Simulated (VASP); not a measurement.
# Al2O3 (Corundum) (R-3c) in VASP: notebook

One crystal, Al2O3 (Corundum), is run at these levels: PBEsol, PBE; tasks: relaxation of cell and atoms.

All numbers are computed with VASP 6.6.1; they aren't measurements. Logs are shortened: lines on timing, memory, paths and dates and some standing lists are left out, and cuts for length are marked.

### Step 1. Starting point

Symmetry: R-3c, No. 167, trigonal system. Conventional cell: a = 4.773 Å, b = 4.773 Å, c = 13.011 Å, α = 90.00°, β = 90.00°, γ = 120.00°. Al (site symmetry 3) is surrounded by 6 O at 1.86 to 1.97 Å. O (site symmetry 2) has 4 Al at 1.86 to 1.97 Å as nearest neighbours.

### Step 2. Relaxation of cell and atoms, PBEsol

The input, INCAR:

```
ALGO = Normal ; EDIFF = 1E-7
EDIFFG = -0.005 ; ENCUT = 600
GGA = PS ; IBRION = 2
ISIF = 3 ; ISMEAR = 0
KPAR = 2 ; LASPH = T
LCHARG = F ; LREAL = F
LWAVE = F ; NELM = 80
NSW = 90 ; PREC = Accurate
SIGMA = 0.03
```

The input, KPOINTS:

```
k-points
0
Gamma
  9 9 7
```

The input, POSCAR:

```
Al2O3                                   
1.0
    2.3863419659      1.3777551763      4.3368574155
   -2.3863419659      1.3777551763      4.3368574155
   -0.0000000000     -2.7555103527      4.3368574155
  Al              O             
     4     6
Direct
     0.3520306769653003    0.3520306769653003    0.3520306769653003
     0.1479693230346997    0.1479693230346997    0.1479693230346997
     0.6479693230346996    0.6479693230346996    0.6479693230346996
     0.8520306769653004    0.8520306769653004    0.8520306769653004
     0.5558220078134735    0.9441779921865265    0.2500000000000000
     0.2500000000000000    0.5558220078134735    0.9441779921865265
     0.9441779921865265    0.2500000000000000    0.5558220078134735
     0.4441779921865265    0.0558220078134735    0.7500000000000000
     0.7500000000000000    0.4441779921865264    0.0558220078134735
     0.0558220078134735    0.7500000000000000    0.4441779921865264
```

Potentials or basis: VASP PAW PBE potentials, release 64 (Al, O).

The run is started by

```console
cat potpaw_PBE.64/Al/POTCAR potpaw_PBE.64/O/POTCAR > POTCAR
mpirun -np 2 vasp_std > vasp.out
```

OUTCAR:

```text
EDIFF = 1E-7
   EDIFFG = -0.005
   ENCUT = 600
   GGA = PS
   IBRION = 2
   ISIF = 3
   ISMEAR = 0
   LASPH = T
   LREAL = F
   NELM = 80
   NSW = 90
   PREC = Accurate

 ion  position               nearest neighbor table
   1  0.352  0.352  0.352-   9 1.86   8 1.86  10 1.86   7 1.97   6 1.97   5 1.97   2 2.65   3 2.80
                             3 2.80   3 2.80   2 3.23   2 3.23   2 3.23
   2  0.148  0.148  0.148-  10 1.86   8 1.86   9 1.86   6 1.97   7 1.97   5 1.97   1 2.65   4 2.80
                             4 2.80   4 2.80   1 3.23   1 3.23   1 3.23
   3  0.648  0.648  0.648-   6 1.86   5 1.86   7 1.86  10 1.97   9 1.97   8 1.97   4 2.65   1 2.80
                             1 2.80   1 2.80   4 3.23   4 3.23   4 3.23
   4  0.852  0.852  0.852-   7 1.86   5 1.86   6 1.86   9 1.97  10 1.97   8 1.97   3 2.65   2 2.80
                             2 2.80   2 2.80   3 3.23   3 3.23   3 3.23
   5  0.556  0.944  0.250-   3 1.86   4 1.86   1 1.97   2 1.97
   6  0.250  0.556  0.944-   3 1.86   4 1.86   2 1.97   1 1.97
   7  0.944  0.250  0.556-   4 1.86   3 1.86   1 1.97   2 1.97
   8  0.444  0.056  0.750-   1 1.86   2 1.86   3 1.97   4 1.97
   9  0.750  0.444  0.056-   1 1.86   2 1.86   4 1.97   3 1.97
  10  0.056  0.750  0.444-   2 1.86   1 1.86   3 1.97   4 1.97

  LATTYP: Found a trigonal (rhomboedric) cell.
 ALAT       =     5.1382068415
 COS(alpha) =     0.5686079007

  Lattice vectors:

 A1 = (   2.3863419659,   1.3777551763,   4.3368574155)
 A2 = (  -2.3863419659,   1.3777551763,   4.3368574155)
 A3 = (   0.0000000000,  -2.7555103527,   4.3368574155)

Analysis of symmetry for initial positions (statically):
=====================================================================
 Subroutine PRICEL returns:
 Original cell was already a primitive cell.

 Routine SETGRP: Setting up the symmetry group for a
 trigonal (rhombohedral) supercell.

 Subroutine GETGRP returns: Found 12 space group operations
 (whereof  6 operations were pure point group operations)
 out of a pool of 12 trial point group operations.

The static configuration has the point symmetry S_6 .
 The point group associated with its full space group is D_3d.

Analysis of symmetry for dynamics (positions and initial velocities):
=====================================================================
 Subroutine PRICEL returns:
 Original cell was already a primitive cell.

 Routine SETGRP: Setting up the symmetry group for a
 trigonal (rhombohedral) supercell.

 Subroutine GETGRP returns: Found 12 space group operations
 (whereof  6 operations were pure point group operations)
 out of a pool of 12 trial point group operations.

The dynamic configuration has the point symmetry S_6 .
 The point group associated with its full space group is D_3d.

 Subroutine INISYM returns: Found 12 space group operations
 (whereof  6 operations are pure point group operations),
 and found     1 'primitive' translations

----------------------------------------------------------------------------------------

                                     Primitive cell

  volume of cell :      85.5522

  direct lattice vectors                    reciprocal lattice vectors
     2.386341966  1.377755176  4.336857415     0.209525712  0.120969726  0.076860570
    -2.386341966  1.377755176  4.336857415    -0.209525712  0.120969726  0.076860570
     0.000000000 -2.755510353  4.336857415     0.000000000 -0.241939453  0.076860570

  length of vectors
     5.138206842  5.138206842  5.138206842     0.253854773  0.253854773  0.253854773

  position of ions in fractional coordinates (direct lattice)
     0.352030677  0.352030677  0.352030677
     0.147969323  0.147969323  0.147969323
     0.647969323  0.647969323  0.647969323
     0.852030677  0.852030677  0.852030677
     0.555822008  0.944177992  0.250000000
     0.250000000  0.555822008  0.944177992
     0.944177992  0.250000000  0.555822008
     0.444177992  0.055822008  0.750000000
     0.750000000  0.444177992  0.055822008
     0.055822008  0.750000000  0.444177992

[... 139 lines left out ...]
 Gauss-broadening in eV      SIGMA  =   0.03
  energy-cutoff  :      600.00
  volume of cell :       85.55
 maximum number of plane-waves:      2877
 NGX is ok and might be reduce to    42
   NGX = 21   NGY = 21   NGZ = 21

--------------------------------------- Ionic step        1  -------------------------------------------

 number of electron      48.0000000 magnetization

 Free energy of the ion-electron system (eV)
  ---------------------------------------------------
  ext. energy  EPLUGINS =         0.00000000
  ---------------------------------------------------
  free energy    TOTEN  =       -78.68225060 eV

  energy without entropy =      -78.68225060  energy(sigma->0) =      -78.68225060

------------------------ aborting loop because EDIFF is reached ----------------------------------------

  FORCE on cell =-STRESS in cart. coord.  units (eV):
  Direction    XX          YY          ZZ          XY          YZ          ZX
  --------------------------------------------------------------------------------------
  -------------------------------------------------------------------------------------
  Total       -0.0144854     -0.0144854     -0.0283932      0.0000000      0.0000000      0.0000000
  in kB       -0.2712757     -0.2712757     -0.5317336      0.0000000      0.0000000      0.0000000
  external PRESSURE =      -0.3580950 kB  Pullay stress =       0.0000000 kB

 VOLUME and BASIS-vectors are now :
 -----------------------------------------------------------------------------
  energy-cutoff  :      600.00
  volume of cell :       85.55
      direct lattice vectors                 reciprocal lattice vectors
     2.386341966  1.377755176  4.336857415     0.209525712  0.120969726  0.076860570
    -2.386341966  1.377755176  4.336857415    -0.209525712  0.120969726  0.076860570
     0.000000000 -2.755510353  4.336857415     0.000000000 -0.241939453  0.076860570

 POSITION                                       TOTAL-FORCE (eV/Angst)
 -----------------------------------------------------------------------------------
      0.00000     -0.00000      4.58012        -0.000000     -0.000000      0.008995
      0.00000     -0.00000      1.92517        -0.000000      0.000000     -0.008995
      0.00000     -0.00000      8.43045        -0.000000      0.000000     -0.008995
      0.00000     -0.00000     11.08541        -0.000000     -0.000000      0.008995
     -0.92675      1.37776      7.58950         0.000138      0.000000     -0.000000
     -0.72980     -1.49147      7.58950        -0.000069      0.000120     -0.000000
      1.65655      0.11371      7.58950        -0.000069     -0.000120     -0.000000
      0.92675     -1.37776      5.42107        -0.000138      0.000000     -0.000000
      0.72980      1.49147      5.42107         0.000069     -0.000120     -0.000000
     -1.65655     -0.11371      5.42107         0.000069      0.000120     -0.000000
 -----------------------------------------------------------------------------------
    total drift:                               -0.000000      0.000000      0.000000

  FREE ENERGIE OF THE ION-ELECTRON SYSTEM (eV)
  ---------------------------------------------------
  free  energy   TOTEN  =       -78.6822506041 eV

  energy  without entropy=      -78.6822506041  energy(sigma->0) =      -78.68225060

--------------------------------------- Ionic step        2  -------------------------------------------

 number of electron      48.0000000 magnetization

 Free energy of the ion-electron system (eV)
  ---------------------------------------------------
  ext. energy  EPLUGINS =         0.00000000
  ---------------------------------------------------
  free energy    TOTEN  =       -78.68226182 eV

  energy without entropy =      -78.68226182  energy(sigma->0) =      -78.68226182

 E-fermi :   6.1406     XC(G=0): -11.9110

 val. band max:        5.9604483706   @ k =   0.0000   0.0000   0.0000
 cond. band min:      12.0140793089   @ k =   0.0000   0.0000   0.0000
 fundamental gap:      6.0536309383
 Fermi energy:         6.1405888740

 k-point     1 :       0.0000    0.0000    0.0000
  band No.  band energies     occupation
      1     -13.1984      2.00000
      2     -10.8390      2.00000
      3     -10.5582      2.00000
      4     -10.5582      2.00000
      5     -10.2337      2.00000
      6     -10.2337      2.00000
[... 781 lines left out ...]
     29      16.9512      0.00000
     30      16.9829      0.00000

 [... further k-points ...]

------------------------ aborting loop because EDIFF is reached ----------------------------------------

  FORCE on cell =-STRESS in cart. coord.  units (eV):
  Direction    XX          YY          ZZ          XY          YZ          ZX
  --------------------------------------------------------------------------------------
  -------------------------------------------------------------------------------------
  Total        0.0192978      0.0192978     -0.0019058      0.0000000      0.0000000      0.0000000
  in kB        0.3615001      0.3615001     -0.0357002      0.0000000      0.0000000      0.0000000
  external PRESSURE =       0.2291000 kB  Pullay stress =       0.0000000 kB

 VOLUME and BASIS-vectors are now :
 -----------------------------------------------------------------------------
  energy-cutoff  :      600.00
  volume of cell :       85.53
      direct lattice vectors                 reciprocal lattice vectors
     2.386175205  1.377658897  4.336263368     0.209540355  0.120978180  0.076871100
    -2.386175205  1.377658897  4.336263368    -0.209540355  0.120978180  0.076871100
     0.000000000 -2.755317793  4.336263368     0.000000000 -0.241956361  0.076871100

 POSITION                                       TOTAL-FORCE (eV/Angst)
 -----------------------------------------------------------------------------------
      0.00000     -0.00000      4.57993        -0.000000     -0.000000      0.001761
      0.00000     -0.00000      1.92447        -0.000000      0.000000     -0.001761
      0.00000     -0.00000      8.42886        -0.000000      0.000000     -0.001761
      0.00000     -0.00000     11.08432        -0.000000     -0.000000      0.001761
     -0.92668      1.37766      7.58846        -0.001106     -0.000000      0.000000
     -0.72975     -1.49136      7.58846         0.000553     -0.000958     -0.000000
      1.65643      0.11370      7.58846         0.000553      0.000958      0.000000
      0.92668     -1.37766      5.42033         0.001106     -0.000000      0.000000
      0.72975      1.49136      5.42033        -0.000553      0.000958      0.000000
     -1.65643     -0.11370      5.42033        -0.000553     -0.000958     -0.000000
 -----------------------------------------------------------------------------------
    total drift:                               -0.000000     -0.000000      0.000000

  FREE ENERGIE OF THE ION-ELECTRON SYSTEM (eV)
  ---------------------------------------------------
  free  energy   TOTEN  =       -78.6822618212 eV

  energy  without entropy=      -78.6822618212  energy(sigma->0) =      -78.68226182

 reached required accuracy - stopping structural energy minimisation
```

Wall time 4.4 min (2 MPI ranks of Intel Xeon 6975P-C (Granite Rapids), shared host); peak memory 0.5 GiB.

Results:

```
Free energy                            : -78.6823 eV
Relaxed volume                         : 8.55 Å³/atom
Relaxed cell                           : a = 5.138 Å, b = 5.138 Å, c = 5.138 Å, α = 55.35°, β = 55.35°, γ = 55.35°
Space group after relaxing (to 0.05 Å) : R-3c (No. 167)
Energy gained by relaxing              : 0.0 meV/atom
Ionic steps                            : 2
Pressure after relaxing                : 0.0 GPa
Band gap on the k mesh                 : 6.05 eV, direct
```

Final structure:
```xyz
10
Lattice="2.3862 1.3777 4.3363 -2.3862 1.3777 4.3363 0.0000 -2.7553 4.3363" Properties=species:S:1:pos:R:3 pbc="T T T"
Al    0.0000    0.0000    4.5799
Al    0.0000    0.0000    1.9245
Al    0.0000    0.0000    8.4289
Al    0.0000    0.0000   11.0843
O    -0.9267    1.3777    7.5885
O    -0.7297   -1.4914    7.5885
O     1.6564    0.1137    7.5885
O     0.9267   -1.3777    5.4203
O     0.7297    1.4914    5.4203
O    -1.6564   -0.1137    5.4203
```

Caveat: the PAW data sets were made with another functional, which shifts forces and pressure a little; an odd mesh through Γ misses points on the zone boundary, where band edges often lie.

(Part 1 of 2 ends here.)
